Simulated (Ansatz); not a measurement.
**Ti: equation of state with r2SCAN**

Crystal: Ti.

```xyz
3
Lattice="4.5674 0.0000 0.0000 -2.2837 3.9555 0.0000 0.0000 0.0000 2.8262" Properties=species:S:1:pos:R:3 pbc="T T T"
Ti    2.2837    1.3185    1.4131
Ti    0.0000    2.6370    1.4131
Ti    0.0000    0.0000    0.0000
```

This isn't the form of Ti at room conditions, which is hcp.

```json
{"Program": "Ansatz 0.2.0", "Task": "equation of state", "Functional": "r2SCAN", "Potentials or basis": "Ansatz PAW", "Cutoff": "500 eV", "Density cutoff": "2000 eV", "k mesh": "7 × 7 × 9", "Occupations": "fermi-dirac, width 0.05 eV", "Spin": "no spin polarisation"}
```

```
Equilibrium volume                        : 17.01 Å³/atom
Bulk modulus at fixed shape and positions : 118 GPa
Pressure derivative of the bulk modulus   : 3.6
```

Energy against volume, from the lowest point:
```
volume (Å³/atom)  energy (meV/atom)
          15.999              24.23
          16.339              10.30
          16.679               2.40
          17.020               0.00
          17.360               2.64
          17.701               9.85
          18.041              21.25
```

All runs of the series together: 12 s on 2 threads of AMD EPYC 9R45 96-Core Processor (Zen 5), on a shared host.

Caveat: the cell was scaled at fixed shape and fractional positions, which overstates the stiffness of a crystal with free parameters, most of all of layers and chains; the PAW data sets were made with another functional, which shifts forces and pressure a little.
